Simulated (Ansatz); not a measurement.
Theory: DFT PBE, scalar-relativistic, plane waves, PAW in Ansatz 0.2.0. Settings: cutoff 420 eV, Γ-centred meshes spaced at most about 0.3 Å⁻¹, and about 0.25 Å⁻¹ or finer for metals (2π included), Gaussian smearing. No spin polarisation.

All energies are static (0 K, no zero-point motion).

Task: Order these relaxed structures of TaC2 by energy, lowest first, with the energy over the lowest of them.
1.

```
Ta C
1.0
     0.00000    2.57733    2.57733
     2.57733    0.00000    2.57733
     2.57733    2.57733    0.00000
Ta C
1 2
Direct
  0.00000 0.00000 0.00000
  0.25000 0.25000 0.25000
  0.75000 0.75000 0.75000
```

2.

```
Ta C
1.0
     3.23917    0.00000    0.00000
    -1.61959    2.80520    0.00000
     0.00000    0.00000    3.04110
Ta C
1 2
Direct
  0.00000 0.00000 0.00000
  0.33333 0.66667 0.50000
  0.66667 0.33333 0.50000
```

Result: 1 (0 meV/atom), 2 (28 meV/atom). Forms: cell 1 fluorite type, Fm-3m; cell 2 AlB2 type, P6/mmm. Counting C atoms around Ta (those within 1.25 times the shortest such distance or 1.15 times the sum of covalent radii): cell 1 has Ta 8; cell 2 has Ta 12. Both come from invented guesses. The lowest form computed isn't among them: it has the CaC2 type, space group I4/mmm (No. 139), 9.9 Å³/atom and lies 0.83 eV/atom below the best shown. Even the lowest of the cells shown lies +1.37 eV/atom against the elements.

The k mesh leaves some 4 meV/atom of noise in the energy of each metallic cell. Spin–orbit coupling, which can matter for Ta, is left out. Cells relaxed within their symmetry can be saddle points. Some structure types and database cells were kept out of the candidates from the start, so a known form may be missing.
